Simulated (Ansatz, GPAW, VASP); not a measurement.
PbS: 3 runs at one level of theory

```
CELL_PARAMETERS angstrom
0.00000 2.96575 2.96575
2.96575 0.00000 2.96575
2.96575 2.96575 0.00000
ATOMIC_POSITIONS crystal
Pb 0.00000 0.00000 0.00000
S 0.50000 0.50000 0.50000
```

Alike in all runs: task single point; functional PBE; k mesh 8 × 8 × 8; occupations gaussian, width 0.02 eV; no spin polarisation; no spin-orbit coupling. Pressure is positive in compression and, in plane waves, holds the error of the finite cutoff.

| program and potentials | plane-wave cutoff (eV) | notes | band gap (eV) | pressure (GPa) |
| --- | --- | --- | --- | --- |
| VASP, PBE PAW files Pb_d, S, 520 eV | 520 | - | 0.36 | 2.17 |
| GPAW, GPAW PAW data sets (gpaw-data 1.2.1) | 600 | - | 0.31 | 2.00 |
| Ansatz, all-electron LAPW, scalar-relativistic | - | - | 0.36 | 2.24 |

The band gap spans 0.31 (GPAW, GPAW PAW data sets (gpaw-data 1.2.1)) to 0.36 eV (VASP, PBE PAW files Pb_d, S, 520 eV), with all-electron results at 0.36. The pressure spans 2.00 (GPAW, GPAW PAW data sets (gpaw-data 1.2.1)) to 2.24 GPa (Ansatz, all-electron LAPW, scalar-relativistic), with all-electron results at 2.24. Spin-orbit coupling, left out here, moves the band edges of heavy atoms.

The functional is the same throughout but for its coding, so the spread measures potentials, basis and numerics; runs on potential files found faulty are left out.

All three runs describe PbS as a narrow-gap semiconductor under compression in this cell. VASP reproduces the all-electron gap of 0.36 eV and comes close in pressure, while GPAW lies lower in both, probably because of its Pb data set. The small gap, known to lie at L, reflects the lead lone pair: filled Pb s states push the S p valence-band maximum upwards through antibonding mixing, towards a conduction-band minimum of mainly Pb p character.

The positive pressures fit the usual underbinding of PBE, which would favour a larger lattice than this near-experimental one. Since the gap of PbS shrinks under compression, relaxing the cell would probably widen it. The apparent closeness to the measured gap is no evidence that PBE describes the band edges well: it probably stems from a cancellation, with the semilocal underestimate offset by the missing spin-orbit lowering of the Pb p conduction states. The agreement between codes therefore supports the numerical consistency of the scalar-relativistic PBE result, not its predictive accuracy for the optical gap.
